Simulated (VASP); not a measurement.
Write the native input for VASP 6.6.1 that does the following.

```
Task                   : single point
Functional             : r2SCAN
Potentials or basis    : VASP PAW PBE potentials, release 64 (Pm)
Cutoff                 : 520 eV
k mesh                 : 7 × 7 × 7
Occupations            : fermi-dirac, width 0.05 eV
Spin                   : collinear spin, ferromagnetic start
Starting moments       : [4.0, 4.0] μB
Hubbard terms          : Pm f U = 6 eV
Supercell matrix       : [1, 0, 0, 0, 1, 0, 0, 0, 2]
Further INCAR settings : ALGO = Normal; EDIFF = 1e-06; NBANDS = 26
```

The structure of Pm lies in POSCAR:

```
Pm
1.0
    0.0000000000      2.5841748100      2.5841748100
    2.5841748100      0.0000000000      2.5841748100
    5.1683496200      5.1683496200      0.0000000000
Pm
2
Direct
    0.0000000000      0.0000000000      0.0000000000
    0.0000000000      0.0000000000      0.5000000000
```

This isn't the form of Pm at room conditions, which is double hcp.

These files were run (other wordings do the same):

INCAR

```
ALGO     = Normal         # electronic algorithm
EDIFF    = 1E-6           # SCF threshold, eV
ENCUT    = 520            # plane-wave cutoff, eV
ISIF     = 2              # what is computed and relaxed
ISMEAR   = -1             # smearing method
ISPIN    = 2              # spin polarisation
LASPH    = T              # aspherical terms in the spheres
LCHARG   = F              # write CHGCAR
LDAU     = T              # DFT+U
LDAUJ    = 0            
LDAUL    = 3              # shell
LDAUPRINT= 1            
LDAUTYPE = 2            
LDAUU    = 6              # U, eV
LMAXMIX  = 6              # l up to which the mixer works
LMIXTAU  = T            
LORBIT   = 11             # projections on sites
LREAL    = F              # projectors in reciprocal space
LWAVE    = F              # write WAVECAR
MAGMOM   = 4 4            # initial moments
METAGGA  = R2SCAN         # meta-GGA
NBANDS   = 26             # bands
NELM     = 150            # most SCF steps
PREC     = Accurate       # precision mode
SIGMA    = 0.05           # smearing width, eV
```

KPOINTS

```
k-points
0
Gamma
  7 7 7
```

Potentials or basis: VASP PAW PBE potentials, release 64 (Pm).

Launch:

```sh
$ cat potpaw_PBE.64/Pm/POTCAR > POTCAR
$ mpirun -np 1 vasp_std > vasp.out
```

Results of the run:

| Property | Result |
| --- | --- |
| Pressure | 1.7 GPa |
| Band gap on the k mesh | none (metal or under the smearing width) |
| Net moment | 10.19 μB per cell |
| Site moments | Pm +4.35 μB |
| Valence electrons inside the program's atomic spheres | Pm 12.26 |

Caveat: the magnetic or orbital state may not be the lowest; the PAW data sets were made with another functional, which shifts forces and pressure a little; spin-orbit coupling is left out, which moves the levels of the heavy elements; the U is typed as a test and isn't derived for this compound.

Wall time 18 min on 1 thread of Intel(R) Xeon(R) 6975P-C (Granite Rapids) (shared host), peak memory 0.34 GiB.
